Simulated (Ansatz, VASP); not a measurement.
One calculation of GaP, two programs

POSCAR

```
GaP
1.0
    0.0000000000      2.6696170428      2.6696170428
    2.6696170428      0.0000000000      2.6696170428
    2.6696170428      2.6696170428      0.0000000000
Ga P
1 1
Direct
    0.0000000000      0.0000000000      0.0000000000
    0.2500000000      0.2500000000      0.2500000000
```

INCAR.step1

```
SYSTEM = GaP
ALGO     = Normal         ! electronic algorithm
EDIFF    = 1E-4           ! SCF threshold, eV
ENCUT    = 520            ! plane-wave cutoff, eV
GGA      = PE             ! functional
ISMEAR   = 0              ! smearing method
LASPH    = .TRUE.         ! aspherical terms in the spheres
LCHARG   = .FALSE.        ! write CHGCAR
LREAL    = .FALSE.        ! projectors in reciprocal space
LWAVE    = .TRUE.         ! write WAVECAR
NBANDS   = 16             ! bands
NELM     = 100            ! most SCF steps
PREC     = Accurate       ! precision mode
SIGMA    = 0.02           ! smearing width, eV
```

The input INCAR.step2:

```
SYSTEM = GaP
ALGO     = Normal         ! electronic algorithm
EDIFF    = 1E-6           ! SCF threshold, eV
ENCUT    = 520            ! plane-wave cutoff, eV
ISIF     = 2              ! what is computed and relaxed
ISMEAR   = 0              ! smearing method
ISTART   = 1            
LASPH    = .TRUE.         ! aspherical terms in the spheres
LCHARG   = .FALSE.        ! write CHGCAR
LMIXTAU  = .TRUE.       
LREAL    = .FALSE.        ! projectors in reciprocal space
LWAVE    = .FALSE.        ! write WAVECAR
METAGGA  = R2SCAN         ! meta-GGA
NBANDS   = 16             ! bands
NELM     = 100            ! most SCF steps
PREC     = Accurate       ! precision mode
SIGMA    = 0.02           ! smearing width, eV
```

Contents of KPOINTS:

```
k-points
0
G
  8 8 8
  0 0 0
```

Input for Ansatz:

```yaml
crystal:
  lattice:
    - [0.0, 2.6696170428, 2.6696170428]
    - [2.6696170428, 0.0, 2.6696170428]
    - [2.6696170428, 2.6696170428, 0.0]
  atoms:
    - { symbol: Ga, position: [0.0, 0.0, 0.0] }
    - { symbol: P, position: [0.25, 0.25, 0.25] }
basis:
  ecutwfc: 500
kpoints:
  mp_grid: { grid: [8, 8, 8] }
hamiltonian:
  xc: r2scan
scf:
  occupations: { method: gaussian, width: 0.02 }
output:
  forces: true
  stress: true
  eigenvalues: true
  write_density: true
  write_potential: true
  elf: true
  volumetric_format: npy
```

Alike in both runs: task single point; functional r2SCAN; k mesh 8 × 8 × 8; occupations gaussian, width 0.02 eV; no spin polarisation.

```csv
,VASP,Ansatz
version,VASP 6.6.1,Ansatz 0.2.0
potentials or method,"VASP PAW PBE potentials, release 64 (Ga_d, P)","scalar-relativistic, plane waves, PAW"
plane-wave cutoff (eV),520,500
valence electrons in the cell,18,18
```

Ansatz gave:

| Quantity | Value |
| --- | --- |
| gap on the k mesh at the Fermi level (eV) | 1.77 |
| least direct gap on the mesh (eV) | 2.92 |
| pressure (GPa) | 6.3 |

Estimate VASP's values.

gap on the k mesh at the Fermi level (eV): 1.78; least direct gap on the mesh (eV): 2.90; pressure (GPa): 6.2.

With one functional, cell and mesh, what is left measures potentials, basis and numerics.

Caveats: the PAW data sets were made with another functional, which shifts forces and pressure a little (VASP). A k mesh can miss the band edges. r2SCAN opens gaps a little over a GGA but as a rule still falls short of measured ones.
